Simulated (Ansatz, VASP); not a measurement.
InP in VASP and in Ansatz

```xyz
2
Lattice="0.0000 2.9538 2.9538 3.0607 0.0000 2.9538 3.0607 2.9538 0.0000" Properties=species:S:1:pos:R:3 pbc="T T T"
In    0.0000    0.0000    0.0000
P     1.5304    1.4769    1.4769
```

Change from the starting cell: uniaxial_x strain +3.6%.

Alike in both runs: task single point; functional r2SCAN; k mesh 8 × 8 × 8; no spin polarisation.

|  | VASP | Ansatz |
| --- | --- | --- |
| version | VASP 6.6.1 | Ansatz 0.2.0 |
| potentials or method | VASP PAW PBE potentials, release 64 (In_d, P) | plane waves, PAW |
| plane-wave cutoff (eV) | 520 | 500 |
| occupations | gaussian, width 0.01 eV | fixed |
| valence electrons in the cell | 18 | 18 |

```tsv
	VASP	Ansatz	Ansatz less VASP
gap on the k mesh at the Fermi level (eV)	0.75	0.75	-0.002
pressure (GPa)	-2.4	-2.3	+0.09
largest component of the traceless stress (GPa)	1.16	1.15	-0.008
```

Caveats: the PAW data sets were made with another functional, which shifts forces and pressure a little (VASP); spin-orbit coupling is left out, which moves the levels of the heavy elements.
